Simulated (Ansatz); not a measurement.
# Tantalum, fcc under PBE: ground state and equation of state

What does PBE give for tantalum in the fcc structure? We relax it, solve it on a dense k-mesh, switch on spin-orbit coupling, then scale the cell to 7 volumes from 88 to 112 % of the relaxed one and try a fit of the equation of state. The k-meshes are 13×13×13 for the relaxation; 21×21×21 for the dense run; 13×13×13 for spin-orbit coupling; 14×14×14 for the volumes.

This is Ta in the fcc structure; at room conditions it is bcc.

Program: Ansatz 0.2.0. Level of theory: DFT PBE, plane waves (420 eV) with PAW, scalar-relativistic. These are calculated values, not measurements.

**1. The structure to begin with**

Symmetry: Fm-3m, No. 225, cubic system. Conventional cell: a = 4.165 Å, b = 4.165 Å, c = 4.165 Å, α = 90.00°, β = 90.00°, γ = 90.00°. Ta (site symmetry m-3m) has 12 Ta at 2.95 Å as nearest neighbours.

Coordinates:

```
Ta
1.0
     0.00000    2.08252    2.08252
     2.08252    0.00000    2.08252
     2.08252    2.08252    0.00000
Ta
1
Direct
  0.00000 0.00000 0.00000
```

**2. Relaxation of the cell**

File input.yaml:

```yaml
crystal:
  lattice:
    - [0.0, 2.0825235034, 2.0825235034]
    - [2.0825235034, 0.0, 2.0825235034]
    - [2.0825235034, 2.0825235034, 0.0]
  atoms:
    - { symbol: Ta, position: [0.0, 0.0, 0.0] }
hamiltonian:
  xc: pbe
  pseudopotentials:
    kind: paw
    azcp:
      Ta: "pseudopotentials/Ta.paw.azcp"
basis:
  ecutwfc: 420
  fft_grid_basis: typed
kpoints:
  mp_grid: { grid: [13, 13, 13], shift: [0, 0, 0] }
magnetization:
  spin_polarized: false
scf:
  occupations: { method: fermi_dirac, width: 0.1 }
relax:
  max_steps: 60
  f_tol: 0.01
  cell: {}
```

Run with:

```console
> ansatz run input.yaml --threads 1 --pin off --max-ram 3584MiB --backend cpu --events-out ev --progress --plain --runs-dir out
```

Output:

```text
Engine: ansatz 0.2.0, x86_64-unknown-linux-gnu
Pseudopotentials: kind: paw
Pseudopotential: Ta, paw, valence charge 13, recommended cutoff 420 eV (normal), <dir>
Functional definition: PBE
  parameter kappa = 0.804
  parameter beta = 0.06672455060314922
  exchange = pbe_x(kappa = kappa, mu = beta*pi^2/3)
  correlation = pbe_c(beta = beta)
Crystal: 1 atoms, lattice volume = 18.063 Å³
Basis set: ecut = 420 eV, 339 PW (Γ), exchange–correlation on 40×40×40 points (8 copies of the dense FFT grid, shifted against one another)
Bands: 11, of which v1, the nominal top of the filled ones, is band 7 counted from 1 (6 counted from 0)
Symmetry: 48 space group operations
Space group: Fm-3m (ITA 225), of the structure as read, at distance tolerance 2.6e-5 Å
k-points: 84 of 2197
Non-local potential: Ta, projectors of the file, l = 0: 3, l = 1: 2, l = 2: 2, l = 3: 1
PAW form: soft (Blöchl's): semilocal exchange-correlation on the pseudo side does not see the compensation charge
PAW one-centre angular grid: Ta, 590 points (default); XC on 64 Gauss nodes
Initial density: superposition of atomic densities (neutral atoms: chi_scale 0, normalization atom), corrected by the library's trained network
Initial wavefunctions: pseudopotential atomic-orbital guess
Functional: x = pbe(κ = 0.804, μ = 0.2195149727645171), c = pbe(β = 0.06672455060314922)
SCF iter   1: F=—  HF=-9932.013764 eV  |F-HF|=—  |Δ(HF+E_count)|=         —  Δρ=2.65e-3  dr2=4.48e-4  ethr=1.77e-3  ⟨swp⟩=5.2  Hψ=5175  notcnv=0
preconditioner: auto → none  [metal: Δε(μ)=0.061 eV  Ē_g=8.149 eV  σ=0.100 eV  W_gap=0.15  n_scr=0 (ndim 8)  ℏωp=19.5 eV  f_vac=0.000  D(μ)=1.08/eV (n_scr^D=14)]
SCF iter   2: F=—  HF=-9932.013855 eV  |F-HF|=—  |Δ(HF+E_count)|=   9.12e-5  Δρ=1.42e-3  dr2=1.28e-4  ethr=3.45e-6  ⟨swp⟩=2.4  Hψ=2068  notcnv=0
SCF iter   3: F=—  HF=-9932.013970 eV  |F-HF|=—  |Δ(HF+E_count)|=   1.16e-4  Δρ=2.18e-4  dr2=2.67e-6  ethr=9.82e-7  ⟨swp⟩=2.3  Hψ=1231  notcnv=0
SCF iter   4: F=—  HF=-9932.013968 eV  |F-HF|=—  |Δ(HF+E_count)|=   2.56e-6  Δρ=7.47e-5  dr2=2.78e-7  ethr=2.05e-8  ⟨swp⟩=2.5  Hψ=1296  notcnv=0
iter 5 did not close the SCF: its close was put off for the readings that it lacked (scf_convergence_deferred on its scf_iter line)
SCF iter   5: F=-9932.013968 eV  HF=-9932.013968 eV  |F-HF|=5.77e-9  |Δ(HF+E_count)|=   8.85e-8  Δρ=1.23e-5  dr2=1.02e-8  ethr=2.14e-9  ⟨swp⟩=1.5  Hψ=1183  notcnv=0
SCF iter   6: F=-9932.013968 eV  HF=-9932.013968 eV  |F-HF|=3.84e-10  |Δ(HF+E_count)|=   2.88e-9  Δρ=3.75e-6  dr2=7.87e-10  ethr=7.83e-11  ⟨swp⟩=2.0  Hψ=2923  notcnv=0
SCF 1 converged in 6 iterations: F = -9932.013968 eV  dr2 = 7.87e-10
relax step   1: F+E_penalty+E_count = -9932.01396766 eV  Δ(F+E_penalty+E_count) = +0.000e0 eV  max|allowed force component| = 0.000e0 eV/Å  Δτ_max = 0.0000 Å  P = +8.581 GPa  Ω = 18.063 Å³  (6 SCF iters, dr2 threshold 1.00e-7 eV, accepted)
Crystal: 1 atoms, lattice volume = 20.836 Å³
Basis set: ecut = 420 eV, 411 PW (Γ), exchange–correlation on 40×40×40 points (8 copies of the dense FFT grid, shifted against one another)
Initial density: handed on by an earlier stage of this run
Initial wavefunctions: those handed on with the density
iter 1 solved again at ethr=2.70e-5 eV; its pass at ethr=3.10e-3 eV (dr2=3.51e-3 eV) is discarded
SCF iter   1: F=—  HF=-9931.923623 eV  |F-HF|=—  |Δ(HF+E_count)|=         —  Δρ=4.50e-3  dr2=2.86e-3  ethr=2.70e-5  ⟨swp⟩=1.6  Hψ=7081  notcnv=0
preconditioner: auto → none  [metal: Δε(μ)=0.036 eV  Ē_g=7.056 eV  σ=0.100 eV  W_gap=0.09  n_scr=8 (ndim 8)  ℏωp=18.2 eV  f_vac=0.000  D(μ)=1.28/eV (n_scr^D=14)]
SCF iter   2: F=—  HF=-9931.923632 eV  |F-HF|=—  |Δ(HF+E_count)|=   8.61e-6  Δρ=1.82e-3  dr2=2.64e-4  ethr=2.20e-5  ⟨swp⟩=2.5  Hψ=1279  notcnv=0
SCF iter   3: F=—  HF=-9931.923909 eV  |F-HF|=—  |Δ(HF+E_count)|=   2.76e-4  Δρ=5.00e-4  dr2=1.90e-5  ethr=2.03e-6  ⟨swp⟩=1.5  Hψ=1047  notcnv=0
SCF iter   4: F=—  HF=-9931.923930 eV  |F-HF|=—  |Δ(HF+E_count)|=   2.20e-5  Δρ=1.82e-5  dr2=7.91e-8  ethr=7.69e-10  ⟨swp⟩=3.6  Hψ=3568  notcnv=0
SCF iter   5: F=-9931.923930 eV  HF=-9931.923930 eV  |F-HF|=1.60e-10  |Δ(HF+E_count)|=   2.01e-8  Δρ=2.33e-6  dr2=5.26e-10  ethr=6.09e-10  ⟨swp⟩=2.1  Hψ=3186  notcnv=0
SCF 2 converged in 5 iterations: F = -9931.923930 eV  dr2 = 5.26e-10
relax step   2: F+E_penalty+E_count = -9931.92393044 eV  Δ(F+E_penalty+E_count) = +9.004e-2 eV  max|allowed force component| = 0.000e0 eV/Å  Δτ_max = 0.0000 Å  P = -16.005 GPa  Ω = 20.836 Å³  energy of the carried Pulay correction = -1.008e-3 eV  (5 SCF iters, dr2 threshold 1.00e-7 eV, rejected (line search))
Crystal: 1 atoms, lattice volume = 18.943 Å³
iter 1 solved again at ethr=7.05e-6 eV; its pass at ethr=3.10e-3 eV (dr2=9.17e-4 eV) is discarded
SCF iter   1: F=—  HF=-9932.032833 eV  |F-HF|=—  |Δ(HF+E_count)|=         —  Δρ=2.93e-3  dr2=9.43e-4  ethr=7.05e-6  ⟨swp⟩=1.1  Hψ=7128  notcnv=0
preconditioner: auto → none  [metal: Δε(μ)=0.035 eV  Ē_g=7.759 eV  σ=0.100 eV  W_gap=0.09  n_scr=0 (ndim 8)  ℏωp=19.1 eV  f_vac=0.000  D(μ)=1.12/eV (n_scr^D=14)]
SCF iter   2: F=—  HF=-9932.032915 eV  |F-HF|=—  |Δ(HF+E_count)|=   8.18e-5  Δρ=1.23e-3  dr2=1.06e-4  ethr=7.05e-6  ⟨swp⟩=2.5  Hψ=1269  notcnv=0
SCF iter   3: F=—  HF=-9932.033030 eV  |F-HF|=—  |Δ(HF+E_count)|=   1.15e-4  Δρ=2.79e-4  dr2=4.96e-6  ethr=8.12e-7  ⟨swp⟩=1.6  Hψ=1033  notcnv=0
SCF iter   4: F=—  HF=-9932.033035 eV  |F-HF|=—  |Δ(HF+E_count)|=   5.19e-6  Δρ=9.89e-6  dr2=1.35e-8  ethr=3.81e-8  ⟨swp⟩=2.2  Hψ=1284  notcnv=0
SCF iter   5: F=—  HF=-9932.033035 eV  |F-HF|=—  |Δ(HF+E_count)|=   2.06e-8  Δρ=1.37e-6  dr2=1.20e-10  ethr=1.04e-10  ⟨swp⟩=2.0  Hψ=1486  notcnv=0
SCF iter   6: F=-9932.033035 eV  HF=-9932.033035 eV  |F-HF|=3.64e-12  |Δ(HF+E_count)|=  5.46e-11  Δρ=7.04e-8  dr2=4.06e-13  ethr=1.00e-12  ⟨swp⟩=5.8  Hψ=3404  notcnv=0
SCF 3 converged in 6 iterations: F = -9932.033035 eV  dr2 = 4.06e-13
relax step   3: F+E_penalty+E_count = -9932.03303518 eV  Δ(F+E_penalty+E_count) = -1.907e-2 eV  max|allowed force component| = 0.000e0 eV/Å  Δτ_max = 0.0000 Å  P = -1.154 GPa  Ω = 18.943 Å³  energy of the carried Pulay correction = -3.362e-4 eV  (6 SCF iters, accepted)
Crystal: 1 atoms, lattice volume = 18.834 Å³
iter 1 solved again at ethr=6.21e-8 eV; its pass at ethr=3.10e-3 eV (dr2=8.07e-6 eV) is discarded
SCF iter   1: F=—  HF=-9932.033493 eV  |F-HF|=—  |Δ(HF+E_count)|=         —  Δρ=1.84e-4  dr2=4.20e-6  ethr=6.21e-8  ⟨swp⟩=2.5  Hψ=6331  notcnv=0
preconditioner: auto → none  [metal: Δε(μ)=0.062 eV  Ē_g=7.816 eV  σ=0.100 eV  W_gap=0.15  n_scr=0 (ndim 8)  ℏωp=19.1 eV  f_vac=0.000  D(μ)=1.11/eV (n_scr^D=14)]
SCF iter   2: F=—  HF=-9932.033490 eV  |F-HF|=—  |Δ(HF+E_count)|=   2.57e-6  Δρ=7.46e-5  dr2=4.04e-7  ethr=3.23e-8  ⟨swp⟩=2.5  Hψ=1273  notcnv=0
SCF iter   3: F=-9932.033491 eV  HF=-9932.033491 eV  |F-HF|=3.08e-8  |Δ(HF+E_count)|=   4.58e-7  Δρ=1.74e-5  dr2=1.82e-8  ethr=7.69e-10  ⟨swp⟩=4.1  Hψ=2591  notcnv=0
SCF 4 converged in 3 iterations: F = -9932.033491 eV  dr2 = 1.82e-8
relax step   4: F+E_penalty+E_count = -9932.03349079 eV  Δ(F+E_penalty+E_count) = -4.556e-4 eV  max|allowed force component| = 0.000e0 eV/Å  Δτ_max = 0.0000 Å  P = -0.064 GPa  Ω = 18.834 Å³  energy of the carried Pulay correction = -2.955e-4 eV  (3 SCF iters, dr2 threshold 1.00e-7 eV, accepted)
Crystal: 1 atoms, lattice volume = 18.828 Å³
iter 1 solved again at ethr=5.12e-10 eV; its pass at ethr=3.10e-3 eV (dr2=6.66e-8 eV) is discarded
SCF iter   1: F=—  HF=-9932.033497 eV  |F-HF|=—  |Δ(HF+E_count)|=         —  Δρ=2.69e-5  dr2=5.21e-8  ethr=5.12e-10  ⟨swp⟩=2.1  Hψ=6135  notcnv=0
preconditioner: auto → none  [metal: Δε(μ)=0.063 eV  Ē_g=7.819 eV  σ=0.100 eV  W_gap=0.15  n_scr=0 (ndim 8)  ℏωp=19.1 eV  f_vac=0.000  D(μ)=1.11/eV (n_scr^D=14)]
SCF iter   2: F=—  HF=-9932.033494 eV  |F-HF|=—  |Δ(HF+E_count)|=   2.59e-6  Δρ=1.32e-5  dr2=1.06e-8  ethr=4.00e-10  ⟨swp⟩=1.6  Hψ=1040  notcnv=0
SCF iter   3: F=-9932.033494 eV  HF=-9932.033494 eV  |F-HF|=2.00e-11  |Δ(HF+E_count)|=   1.75e-8  Δρ=1.41e-6  dr2=2.19e-10  ethr=7.80e-11  ⟨swp⟩=4.0  Hψ=2538  notcnv=0
SCF 5 converged in 3 iterations: F = -9932.033494 eV  dr2 = 2.19e-10
relax step   5: F+E_penalty+E_count = -9932.03349442 eV  Δ(F+E_penalty+E_count) = -3.632e-6 eV  max|allowed force component| = 0.000e0 eV/Å  Δτ_max = 0.0000 Å  P = +0.000 GPa  Ω = 18.828 Å³  energy of the carried Pulay correction = -2.931e-4 eV  (3 SCF iters, dr2 threshold 1.01e-8 eV, accepted)
Initial wavefunctions: pseudopotential atomic-orbital guess (no wavefunctions were taken with the density)
iter 1 solved again at ethr=7.94e-8 eV; its pass at ethr=3.10e-3 eV (dr2=1.03e-5 eV) is discarded
SCF iter   1: F=—  HF=-9932.033792 eV  |F-HF|=—  |Δ(HF+E_count)|=         —  Δρ=4.01e-4  dr2=7.67e-7  ethr=7.94e-8  ⟨swp⟩=3.2  Hψ=7582  notcnv=0
SCF iter   2: F=—  HF=-9932.033829 eV  |F-HF|=—  |Δ(HF+E_count)|=   3.68e-5  Δρ=2.00e-4  dr2=1.87e-7  ethr=5.90e-9  ⟨swp⟩=1.0  Hψ=924  notcnv=0
SCF iter   3: F=—  HF=-9932.033842 eV  |F-HF|=—  |Δ(HF+E_count)|=   1.28e-5  Δρ=2.09e-6  dr2=2.10e-10  ethr=1.44e-9  ⟨swp⟩=1.0  Hψ=924  notcnv=0
SCF iter   4: F=-9932.033842 eV  HF=-9932.033842 eV  |F-HF|=0.00e0  |Δ(HF+E_count)|=  5.24e-10  Δρ=3.07e-7  dr2=9.16e-12  ethr=1.00e-12  ⟨swp⟩=6.2  Hψ=3732  notcnv=0
SCF 6 converged in 4 iterations: F = -9932.033842 eV  dr2 = 9.16e-12
relax step   6: F+E_penalty+E_count = -9932.03384193 eV  Δ(F+E_penalty+E_count) = -3.475e-4 eV  max|allowed force component| = 0.000e0 eV/Å  Δτ_max = 0.0000 Å  P = +0.022 GPa  Ω = 18.828 Å³  stress off target by 2.24e-2 GPa  SCF on the basis re-selected at this cell (its energy is not comparable with the rows above)  (4 SCF iters)
basis re-selected at this cell: Δ(F+E_penalty+E_count) = -3.475e-4 eV, ΔP = +0.022 GPa vs the last step (what re-selecting the basis moved, of the pressure what is left beyond the Pulay correction that the steps carried, after the strain that the cell walked since its last selection, with what the two solves' SCF thresholds leave and, on support functions, any second-order correction that the steps lacked; it is no measure of the basis error at this ecutwfc). This SCF's stress stands 2.24e-2 GPa from its target on what of the cell is left free (relax.cell.stress_tol is 5.00e-2 GPa) and its largest allowed force component is 0.00e0 eV/Å (relax.f_tol is 1.00e-2 eV/Å): within both
SCF converged after 4 iterations
Free energy (F): -9932.033842 eV
Harris-Foulkes:  -9932.033842 eV  (|F-HF|=0.00e0)
Internal energy: -9931.995726 eV  (E = F + TS)
E sigma→0 (E₀):  -9932.014784 eV
Entropy (-TS):   -0.038116 eV (-38.116 meV/atom)
Fermi energy:    18.092910 eV
--- Per-component energies (eV) ---
  E_band       = -115.640949
  E_kinetic    = 364.753552
  E_local      = -572.494818  (includes V_loc(G=0)·N_el)
  E_nonlocal   = 14.167546
  E_hartree    = 196.960943
  E_xc         = -218.036412
  E_vxc        = -203.467729  (∫ρ·V_xc dr)
  E_paw        = -8396.314406  (= ΣΔE_a)
  E_vpaw       = -112.521637  (= ΣTr[D̂ρ^β])
  E_aug_tail   = 0.000169  (compensation charges beyond the density's cutoff)
  E_ewald      = -1321.032300
  E_smearing   = -0.038116  (= −TS)
  E_closure    = 0.000000  (closes the sum)
  Σ components = -9932.033842   (vs F -9932.033842, Δ=0.00e0)
--- Forces (eV/Å), atoms counted from 1 ---
  atom   1  Ta     0.00000000    -0.00000000    -0.00000000
  max |Σ_I F_I| component: 6.42e-33 eV/Å
--- Stress (GPa, compression-positive) ---
        0.022423      -0.000000      -0.000000
       -0.000000       0.022423      -0.000000
       -0.000000      -0.000000       0.022423
  P = ⅓ Tr σ = 0.0224 GPa (0.224 kbar)
--- Relaxed structure (5 steps of the walk, 4 accepted, 1 SCFs on fresh bases) ---
  F+E_penalty+E_count = -9932.03384193 eV   max|allowed force component| = 0.000e0 eV/Å   (the final SCF, on the basis selected at the relaxed cell)
  cell:  # Å, volume = 18.8280 Å³
    - [-9.155869004620361e-36, 2.111501294602289, 2.111501294602289]
    - [2.111501294602289, -1.6360908898574575e-34, 2.111501294602289]
    - [2.111501294602289, 2.111501294602289, -8.120749177427347e-35]
  atoms:
    - { symbol: Ta, position: [0.0, 0.0, 0.0] }
```

It took 8.5 s on 1 thread of Intel Xeon Platinum 8259CL at 2.50GHz (Skylake/Cascade Lake), shared host; peak memory 0.48 GiB.

Step by step:

| step | energy change (meV/atom) | largest force (eV/Å) | pressure (GPa) | volume (Å³/atom) | accepted |
| --- | --- | --- | --- | --- | --- |
| 1 | 0.00 | 0.0000 | 8.58 | 18.063 | yes |
| 2 | 90.04 | 0.0000 | -16.01 | 20.836 | no |
| 3 | -19.07 | 0.0000 | -1.15 | 18.943 | yes |
| 4 | -19.52 | 0.0000 | -0.06 | 18.834 | yes |
| 5 | -19.53 | 0.0000 | 0.00 | 18.828 | yes |
| 6 | -19.87 | 0.0000 | 0.02 | 18.828 | yes |

Steps that repeat a cell are solved on a basis chosen anew, so their changes of energy are no gain of the relaxation.

Changes in the cell that was computed:

|  | before | after | change |
| --- | --- | --- | --- |
| a (Å) | 2.945 | 2.986 | +1.4 % |
| b (Å) | 2.945 | 2.986 | +1.4 % |
| c (Å) | 2.945 | 2.986 | +1.4 % |
| volume (Å³/atom) | 18.063 | 18.828 | +4.2 % |
| shortest distance (Å) | 2.945 | 2.986 | +1.4 % |
| space group (spins left aside) | Fm-3m | Fm-3m | same |

**3. The energy on a finer k-mesh**

File input.yaml:

```yaml
crystal:
  lattice:
    - [0.0, 2.1115012946, 2.1115012946]
    - [2.1115012946, 0.0, 2.1115012946]
    - [2.1115012946, 2.1115012946, 0.0]
  atoms:
    - { symbol: Ta, position: [0.0, 0.0, 0.0] }
hamiltonian:
  xc: pbe
  pseudopotentials:
    kind: paw
    azcp:
      Ta: "pseudopotentials/Ta.paw.azcp"
basis:
  ecutwfc: 420
  fft_grid_basis: typed
kpoints:
  mp_grid: { grid: [21, 21, 21], shift: [0, 0, 0] }
magnetization:
  spin_polarized: false
scf:
  occupations: { method: fermi_dirac, width: 0.1 }
```

Run with:

```console
> ansatz run input.yaml --threads 1 --pin off --max-ram 3584MiB --backend cpu --events-out ev --progress --plain --runs-dir out
```

Output, cut to the lines that bear on the results:

```text
[...]
[... 3 set-up lines as earlier in the session ...]
[...]
Crystal: 1 atoms, lattice volume = 18.828 Å³
Basis set: ecut = 420 eV, 339 PW (Γ)
Bands: 11, of which v1, the nominal top of the filled ones, is band 7 counted from 1 (6 counted from 0)
[... 1 set-up line as earlier in the session ...]
Space group: Fm-3m (ITA 225), of the structure as read, at distance tolerance 2.7e-5 Å
k-points: 286 of 9261
[...]
SCF iter   1: F=—  HF=-9932.031032 eV  |F-HF|=—  |Δ(HF+E_count)|=         —  Δρ=2.71e-3  dr2=5.50e-4  ethr=1.77e-3  ⟨swp⟩=5.2  Hψ=17613  notcnv=0
[...]
SCF iter   6: F=-9932.031350 eV  HF=-9932.031350 eV  |F-HF|=4.37e-10  |Δ(HF+E_count)|=  1.20e-10  Δρ=3.72e-6  dr2=8.35e-10  ethr=1.09e-10  ⟨swp⟩=1.0  Hψ=9271  notcnv=0
[...]
SCF converged after 6 iterations
Free energy (F): -9932.031350 eV
[...]
E sigma→0 (E₀):  -9932.011028 eV
Entropy (-TS):   -0.040644 eV (-40.644 meV/atom)
Fermi energy:    18.098515 eV
[...]
```

Wall time 4.8 s (1 thread of Intel Xeon Platinum 8259CL at 2.50GHz (Skylake/Cascade Lake), shared host); peak memory 0.5 GiB.

**4. Spin-orbit coupling switched on**

Changes to input.yaml since step 3:

```diff
@@ -10,3 +10,3 @@
   pseudopotentials:
-    kind: paw
+    kind: paw_fr
     azcp:
@@ -17,5 +17,6 @@
 kpoints:
-  mp_grid: { grid: [21, 21, 21], shift: [0, 0, 0] }
+  mp_grid: { grid: [13, 13, 13], shift: [0, 0, 0] }
 magnetization:
-  spin_polarized: false
+  noncollinear: true
+  spin_orbit: true
 scf:
```

Run with:

```console
> ansatz run input.yaml --threads 1 --pin off --max-ram 3584MiB --backend cpu --events-out ev --progress --plain --runs-dir out
```

Output, cut to the lines that bear on the results:

```text
[...]
Pseudopotentials: kind: paw_fr
Pseudopotential: Ta, paw_fr, valence charge 13, recommended cutoff 420 eV (normal), <dir>
[... 1 set-up line as earlier in the session ...]
[...]
non-collinear run that drives no moment, with spin-orbit: no starting moment large enough to seed its density (crystal.atoms[].spin), no starting occupations that ask for one, no magnetisation constraint and no magnetic field, so the semilocal B_xc is pinned to zero
Crystal: 1 atoms, lattice volume = 18.828 Å³
Basis set: ecut = 420 eV, 339 PW (Γ)
Bands: 22, of which v1, the nominal top of the filled ones, is band 13 counted from 1 (12 counted from 0)
Symmetry: 48 space group operations + 48 with time reversal
Magnetic group: BNS 225.117 (UNI 1619), of the structure as read, at distance tolerance 2.7e-5 Å
k-points: 84 of 2197
Projection manifold: j_resolved (fully-relativistic pseudo-atomic orbitals)
[...]
SCF iter   1: F=—  HF=-9954.724256 eV  |F-HF|=—  |Δ(HF+E_count)|=         —  Δρ=4.60e-2  dr2=3.70e-1  dr2_m=0.00e0 (ungated)  ethr=3.10e-3  |M|=0.00e0 ∫|m|=0.00e0 μB  |m|>n=0.0e0 m-floor=0.0e0 τ_xc=0.0e0  β_m=0.30  ⟨swp⟩=6.3  Hψ=4723  notcnv=0  defer=16
[...]
SCF iter   6: F=-9954.611871 eV  HF=-9954.611871 eV  |F-HF|=7.46e-11  |Δ(HF+E_count)|=   9.45e-8  Δρ=2.56e-6  dr2=8.31e-10  dr2_m=0.00e0 (ungated)  ethr=7.69e-10  |M|=0.00e0 ∫|m|=0.00e0 μB  |m|>n=0.0e0 m-floor=0.0e0 τ_xc=0.0e0  ⟨swp⟩=2.0  Hψ=1797  notcnv=0
[...]
SCF converged after 6 iterations
Magnetization: |M| = 0.0000 μB,  M = (+0.0000, +0.0000, +0.0000) μB
Absolute magnetization: 0.0000 μB (∫|m|)
  site 0: m = (+0.0000, +0.0000, +0.0000) μB, |m| = 0.0000 μB  (R = 1.23 Å)
Free energy (F): -9954.611871 eV
[...]
E sigma→0 (E₀):  -9954.591442 eV
Entropy (-TS):   -0.040859 eV (-40.859 meV/atom)
Fermi energy:    18.044664 eV
[...]
```

Run time: 5.5 s. Hardware: 1 thread of Intel Xeon Platinum 8259CL at 2.50GHz (Skylake/Cascade Lake), shared host; peak memory 0.46 GiB.

With and without spin-orbit coupling:

|  | scalar-relativistic | with spin-orbit coupling |
| --- | --- | --- |
| k-mesh | 21×21×21 | 13×13×13 |
| gap on the mesh | none (levels filled in part) | none (levels filled in part) |

The meshes differ, so small differences between the columns need not come from spin-orbit coupling.

**5. At 88 % of the relaxed volume**

File input.yaml:

```yaml
crystal:
  lattice:
    - [0.0, 2.0234178462, 2.0234178462]
    - [2.0234178462, 0.0, 2.0234178462]
    - [2.0234178462, 2.0234178462, 0.0]
  atoms:
    - { symbol: Ta, position: [0.0, 0.0, 0.0] }
hamiltonian:
  xc: pbe
  pseudopotentials:
    kind: paw
    azcp:
      Ta: "pseudopotentials/Ta.paw.azcp"
basis:
  ecutwfc: 420
  fft_grid_basis: typed
kpoints:
  mp_grid: { grid: [14, 14, 14], shift: [0, 0, 0] }
magnetization:
  spin_polarized: false
scf:
  occupations: { method: fermi_dirac, width: 0.1 }
  lower_state_search: "off"
output:
  stress: true
```

Run with:

```console
> ansatz run input.yaml --threads 1 --pin off --max-ram 3584MiB --backend cpu --events-out ev --progress --plain --runs-dir out
```

Output, cut to the lines that bear on the results:

```text
[...]
[... 3 set-up lines as earlier in the session ...]
[...]
Crystal: 1 atoms, lattice volume = 16.569 Å³
Basis set: ecut = 420 eV, 331 PW (Γ)
Bands: 11, of which v1, the nominal top of the filled ones, is band 7 counted from 1 (6 counted from 0)
[... 1 set-up line as earlier in the session ...]
Space group: Fm-3m (ITA 225), of the structure as read, at distance tolerance 2.5e-5 Å
k-points: 104 of 2744
[...]
SCF iter   1: F=—  HF=-9931.833093 eV  |F-HF|=—  |Δ(HF+E_count)|=         —  Δρ=3.06e-3  dr2=8.17e-4  ethr=1.77e-3  ⟨swp⟩=5.2  Hψ=6367  notcnv=0
[...]
SCF iter   6: F=-9931.832995 eV  HF=-9931.832995 eV  |F-HF|=1.82e-12  |Δ(HF+E_count)|=  2.02e-10  Δρ=2.48e-7  dr2=2.43e-12  ethr=2.98e-12  ⟨swp⟩=1.2  Hψ=3333  notcnv=0
[...]
SCF converged after 6 iterations
Free energy (F): -9931.832995 eV
[...]
E sigma→0 (E₀):  -9931.814791 eV
Entropy (-TS):   -0.036408 eV (-36.408 meV/atom)
Fermi energy:    20.932666 eV
[...]
--- Stress (GPa, compression-positive) ---
       30.747583      -0.000000       0.000000
        0.000000      30.747583      -0.000000
       -0.000000      -0.000000      30.747583
  P = ⅓ Tr σ = 30.7476 GPa (307.476 kbar)
```

Run time: 2 s. Hardware: 1 thread of Intel Xeon Platinum 8259CL at 2.50GHz (Skylake/Cascade Lake), shared host; peak memory 0.47 GiB.

(Part 1 of 2 ends here.)
